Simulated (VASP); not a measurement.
RbBr, 2 atoms in the cell. The structure is cubic, space group Fm-3m (No. 225). Conventional cell: a = 6.854 Å, b = 6.854 Å, c = 6.854 Å, α = 90.00°, β = 90.00°, γ = 90.00°. Rb (site symmetry m-3m) has 6 Br at 3.43 Å as nearest neighbours. Around Br (site symmetry m-3m) lie 6 Rb at 3.43 Å. 

* Program: VASP 6.6.1
* Task: relaxation of cell and atoms
* Functional: PBEsol
* Potentials or basis: VASP PAW PBE potentials, release 64 (Rb_sv, Br)
* Cutoff: 600 eV
* k mesh: 8 × 8 × 8
* Occupations: gaussian, width 0.03 eV
* Spin: no spin polarisation
* Further INCAR settings: ALGO = Normal; EDIFF = 1e-07; IBRION = 2; EDIFFG = -0.005; NSW = 90; ISIF = 3

Potentials or basis: VASP PAW PBE potentials, release 64 (Rb_sv, Br).

Run with:

```sh
$ cat potpaw_PBE.64/Rb_sv/POTCAR potpaw_PBE.64/Br/POTCAR > POTCAR
$ mpirun -np 4 vasp_std > vasp.out
```

Hardware: 4 MPI ranks on Intel(R) Xeon(R) 6975P-C (Granite Rapids), with other jobs on the host.

Q: How long does it take, and how much memory?

A: It took 11 s on 4 MPI ranks on Intel(R) Xeon(R) 6975P-C (Granite Rapids) (shared host), peak memory 0.26 GiB a rank. Counts: scf iterations 20, k points 29, ion steps 2.
